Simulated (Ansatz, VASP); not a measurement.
## One calculation of AlN, two programs

```
CELL_PARAMETERS angstrom
3.31212 0.00000 0.00000
-1.65606 2.86838 0.00000
0.00000 0.00000 4.18756
ATOMIC_POSITIONS crystal
Al 0.38563 0.77126 0.67836
Al 0.66667 0.33333 0.25000
N 0.33333 0.66667 0.25000
N 0.66667 0.33333 0.75000
```

Alike in both runs: task single point; functional PBE; k mesh 9 × 9 × 6; occupations gaussian, width 0.05 eV; no spin polarisation.

```csv
,VASP,Ansatz
version,VASP 6.6.1,Ansatz 0.2.0
potentials or method,"VASP PAW PBE potentials, release 64 (Al, N)","scalar-relativistic, plane waves, PAW"
plane-wave cutoff (eV),520,420
valence electrons in the cell,16,16
```

|  | VASP | Ansatz | Ansatz less VASP |
| --- | --- | --- | --- |
| gap on the k mesh at the Fermi level (eV) | 3.27 | 3.26 | -0.009 |
| least direct gap on the mesh (eV) | 3.27 | 3.26 | -0.009 |
| pressure (GPa) | 14.5 | 14.7 | +0.12 |
| largest component of the traceless stress (GPa) | 20.95 | 20.71 | -0.237 |
| rms of the force components (eV/Å) | 3.127 | 3.106 | -0.0210 |

Atom by atom the forces differ by 0.022 eV/Å (rms over components).

Caveats: forces of over 1 eV/Å show positions far from the minimum, so gaps and moduli don't describe the material at rest.
